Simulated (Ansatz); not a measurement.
# Does relaxation matter for the field gradients of HfO2?

Start: a Materials Project structure (computed, not necessarily an observed phase).

Space group P2_1/c (No. 14); a = 5.0942, b = 5.1506, c = 5.2762 Å, β = 99.56°.

| site | Wyckoff | site symmetry | x | y | z |
| --- | --- | --- | --- | --- | --- |
| Hf | 4e | 1 | 0.2761 | 0.4581 | 0.7079 |
| O5 | 4e | 1 | 0.4480 | 0.7425 | 0.9786 |
| O9 | 4e | 1 | 0.0684 | 0.3308 | 0.3463 |

One atom of each set is listed.

The numbers come from a DFT calculation in Ansatz (PBE, plane waves and PAW (field gradients read without the response of the frozen cores, which leaves them typically 4 to 6 % off), scalar-relativistic, 420 eV cutoff, Γ-centred 5×5×5 k-points, Fermi–Dirac smearing 0.02 eV).

The largest force at the start is 0.20 eV/Å. Relaxing the ions at fixed cell moves them by 0.086 Å at most (atom 12, O) and 0.052 Å rms.

```tsv
site	moved (Å)	first shell before	first shell after	V_zz before (10²¹ V/m²)	η before
Hf	0.006	7 O at 2.03–2.24 Å	7 O at 2.04–2.23 Å	11.53	0.13
O5	0.024	4 Hf at 2.13–2.24 Å	4 Hf at 2.13–2.23 Å	1.11	0.74
O9	0.086	3 Hf at 2.03–2.13 Å	3 Hf at 2.04–2.14 Å	1.20	0.83
```

**Question.** How do the gradients change?

**Answer.** 

| site | V_zz after | η after | change of V_zz |
| --- | --- | --- | --- |
| Hf | 11.71 | 0.18 | +0.18 |
| O5 | 1.12 | 0.92 | +0.01 |
| O9 | -1.39 | 0.84 | – |

The largest change of V_zz along a kept axis is on Hf, from 11.53 to 11.71. In per cent, |V_zz| changes by +2 on Hf, +1 on O (all sites that start above 0.5, bar those whose gradient vanishes or changes sign or whose main axis turns by over 40°). Where |V_zz| stays above 0.1 and the axes keep their order, η moves most on O5, from 0.74 to 0.92. On O9 the largest principal value lies along another axis in the second run, so the two V_zz can't be compared directly.

Without spin–orbit coupling the gradients at and beside Hf can be off by some per cent, at some sites by more.
Before: At this cell the PBE pressure is 9 GPa, so with PBE the cell would grow if it were relaxed. The entry's cell may itself be off.
After: At this cell the PBE pressure is 8 GPa, so with PBE the cell would grow if it were relaxed. The entry's cell may itself be off.
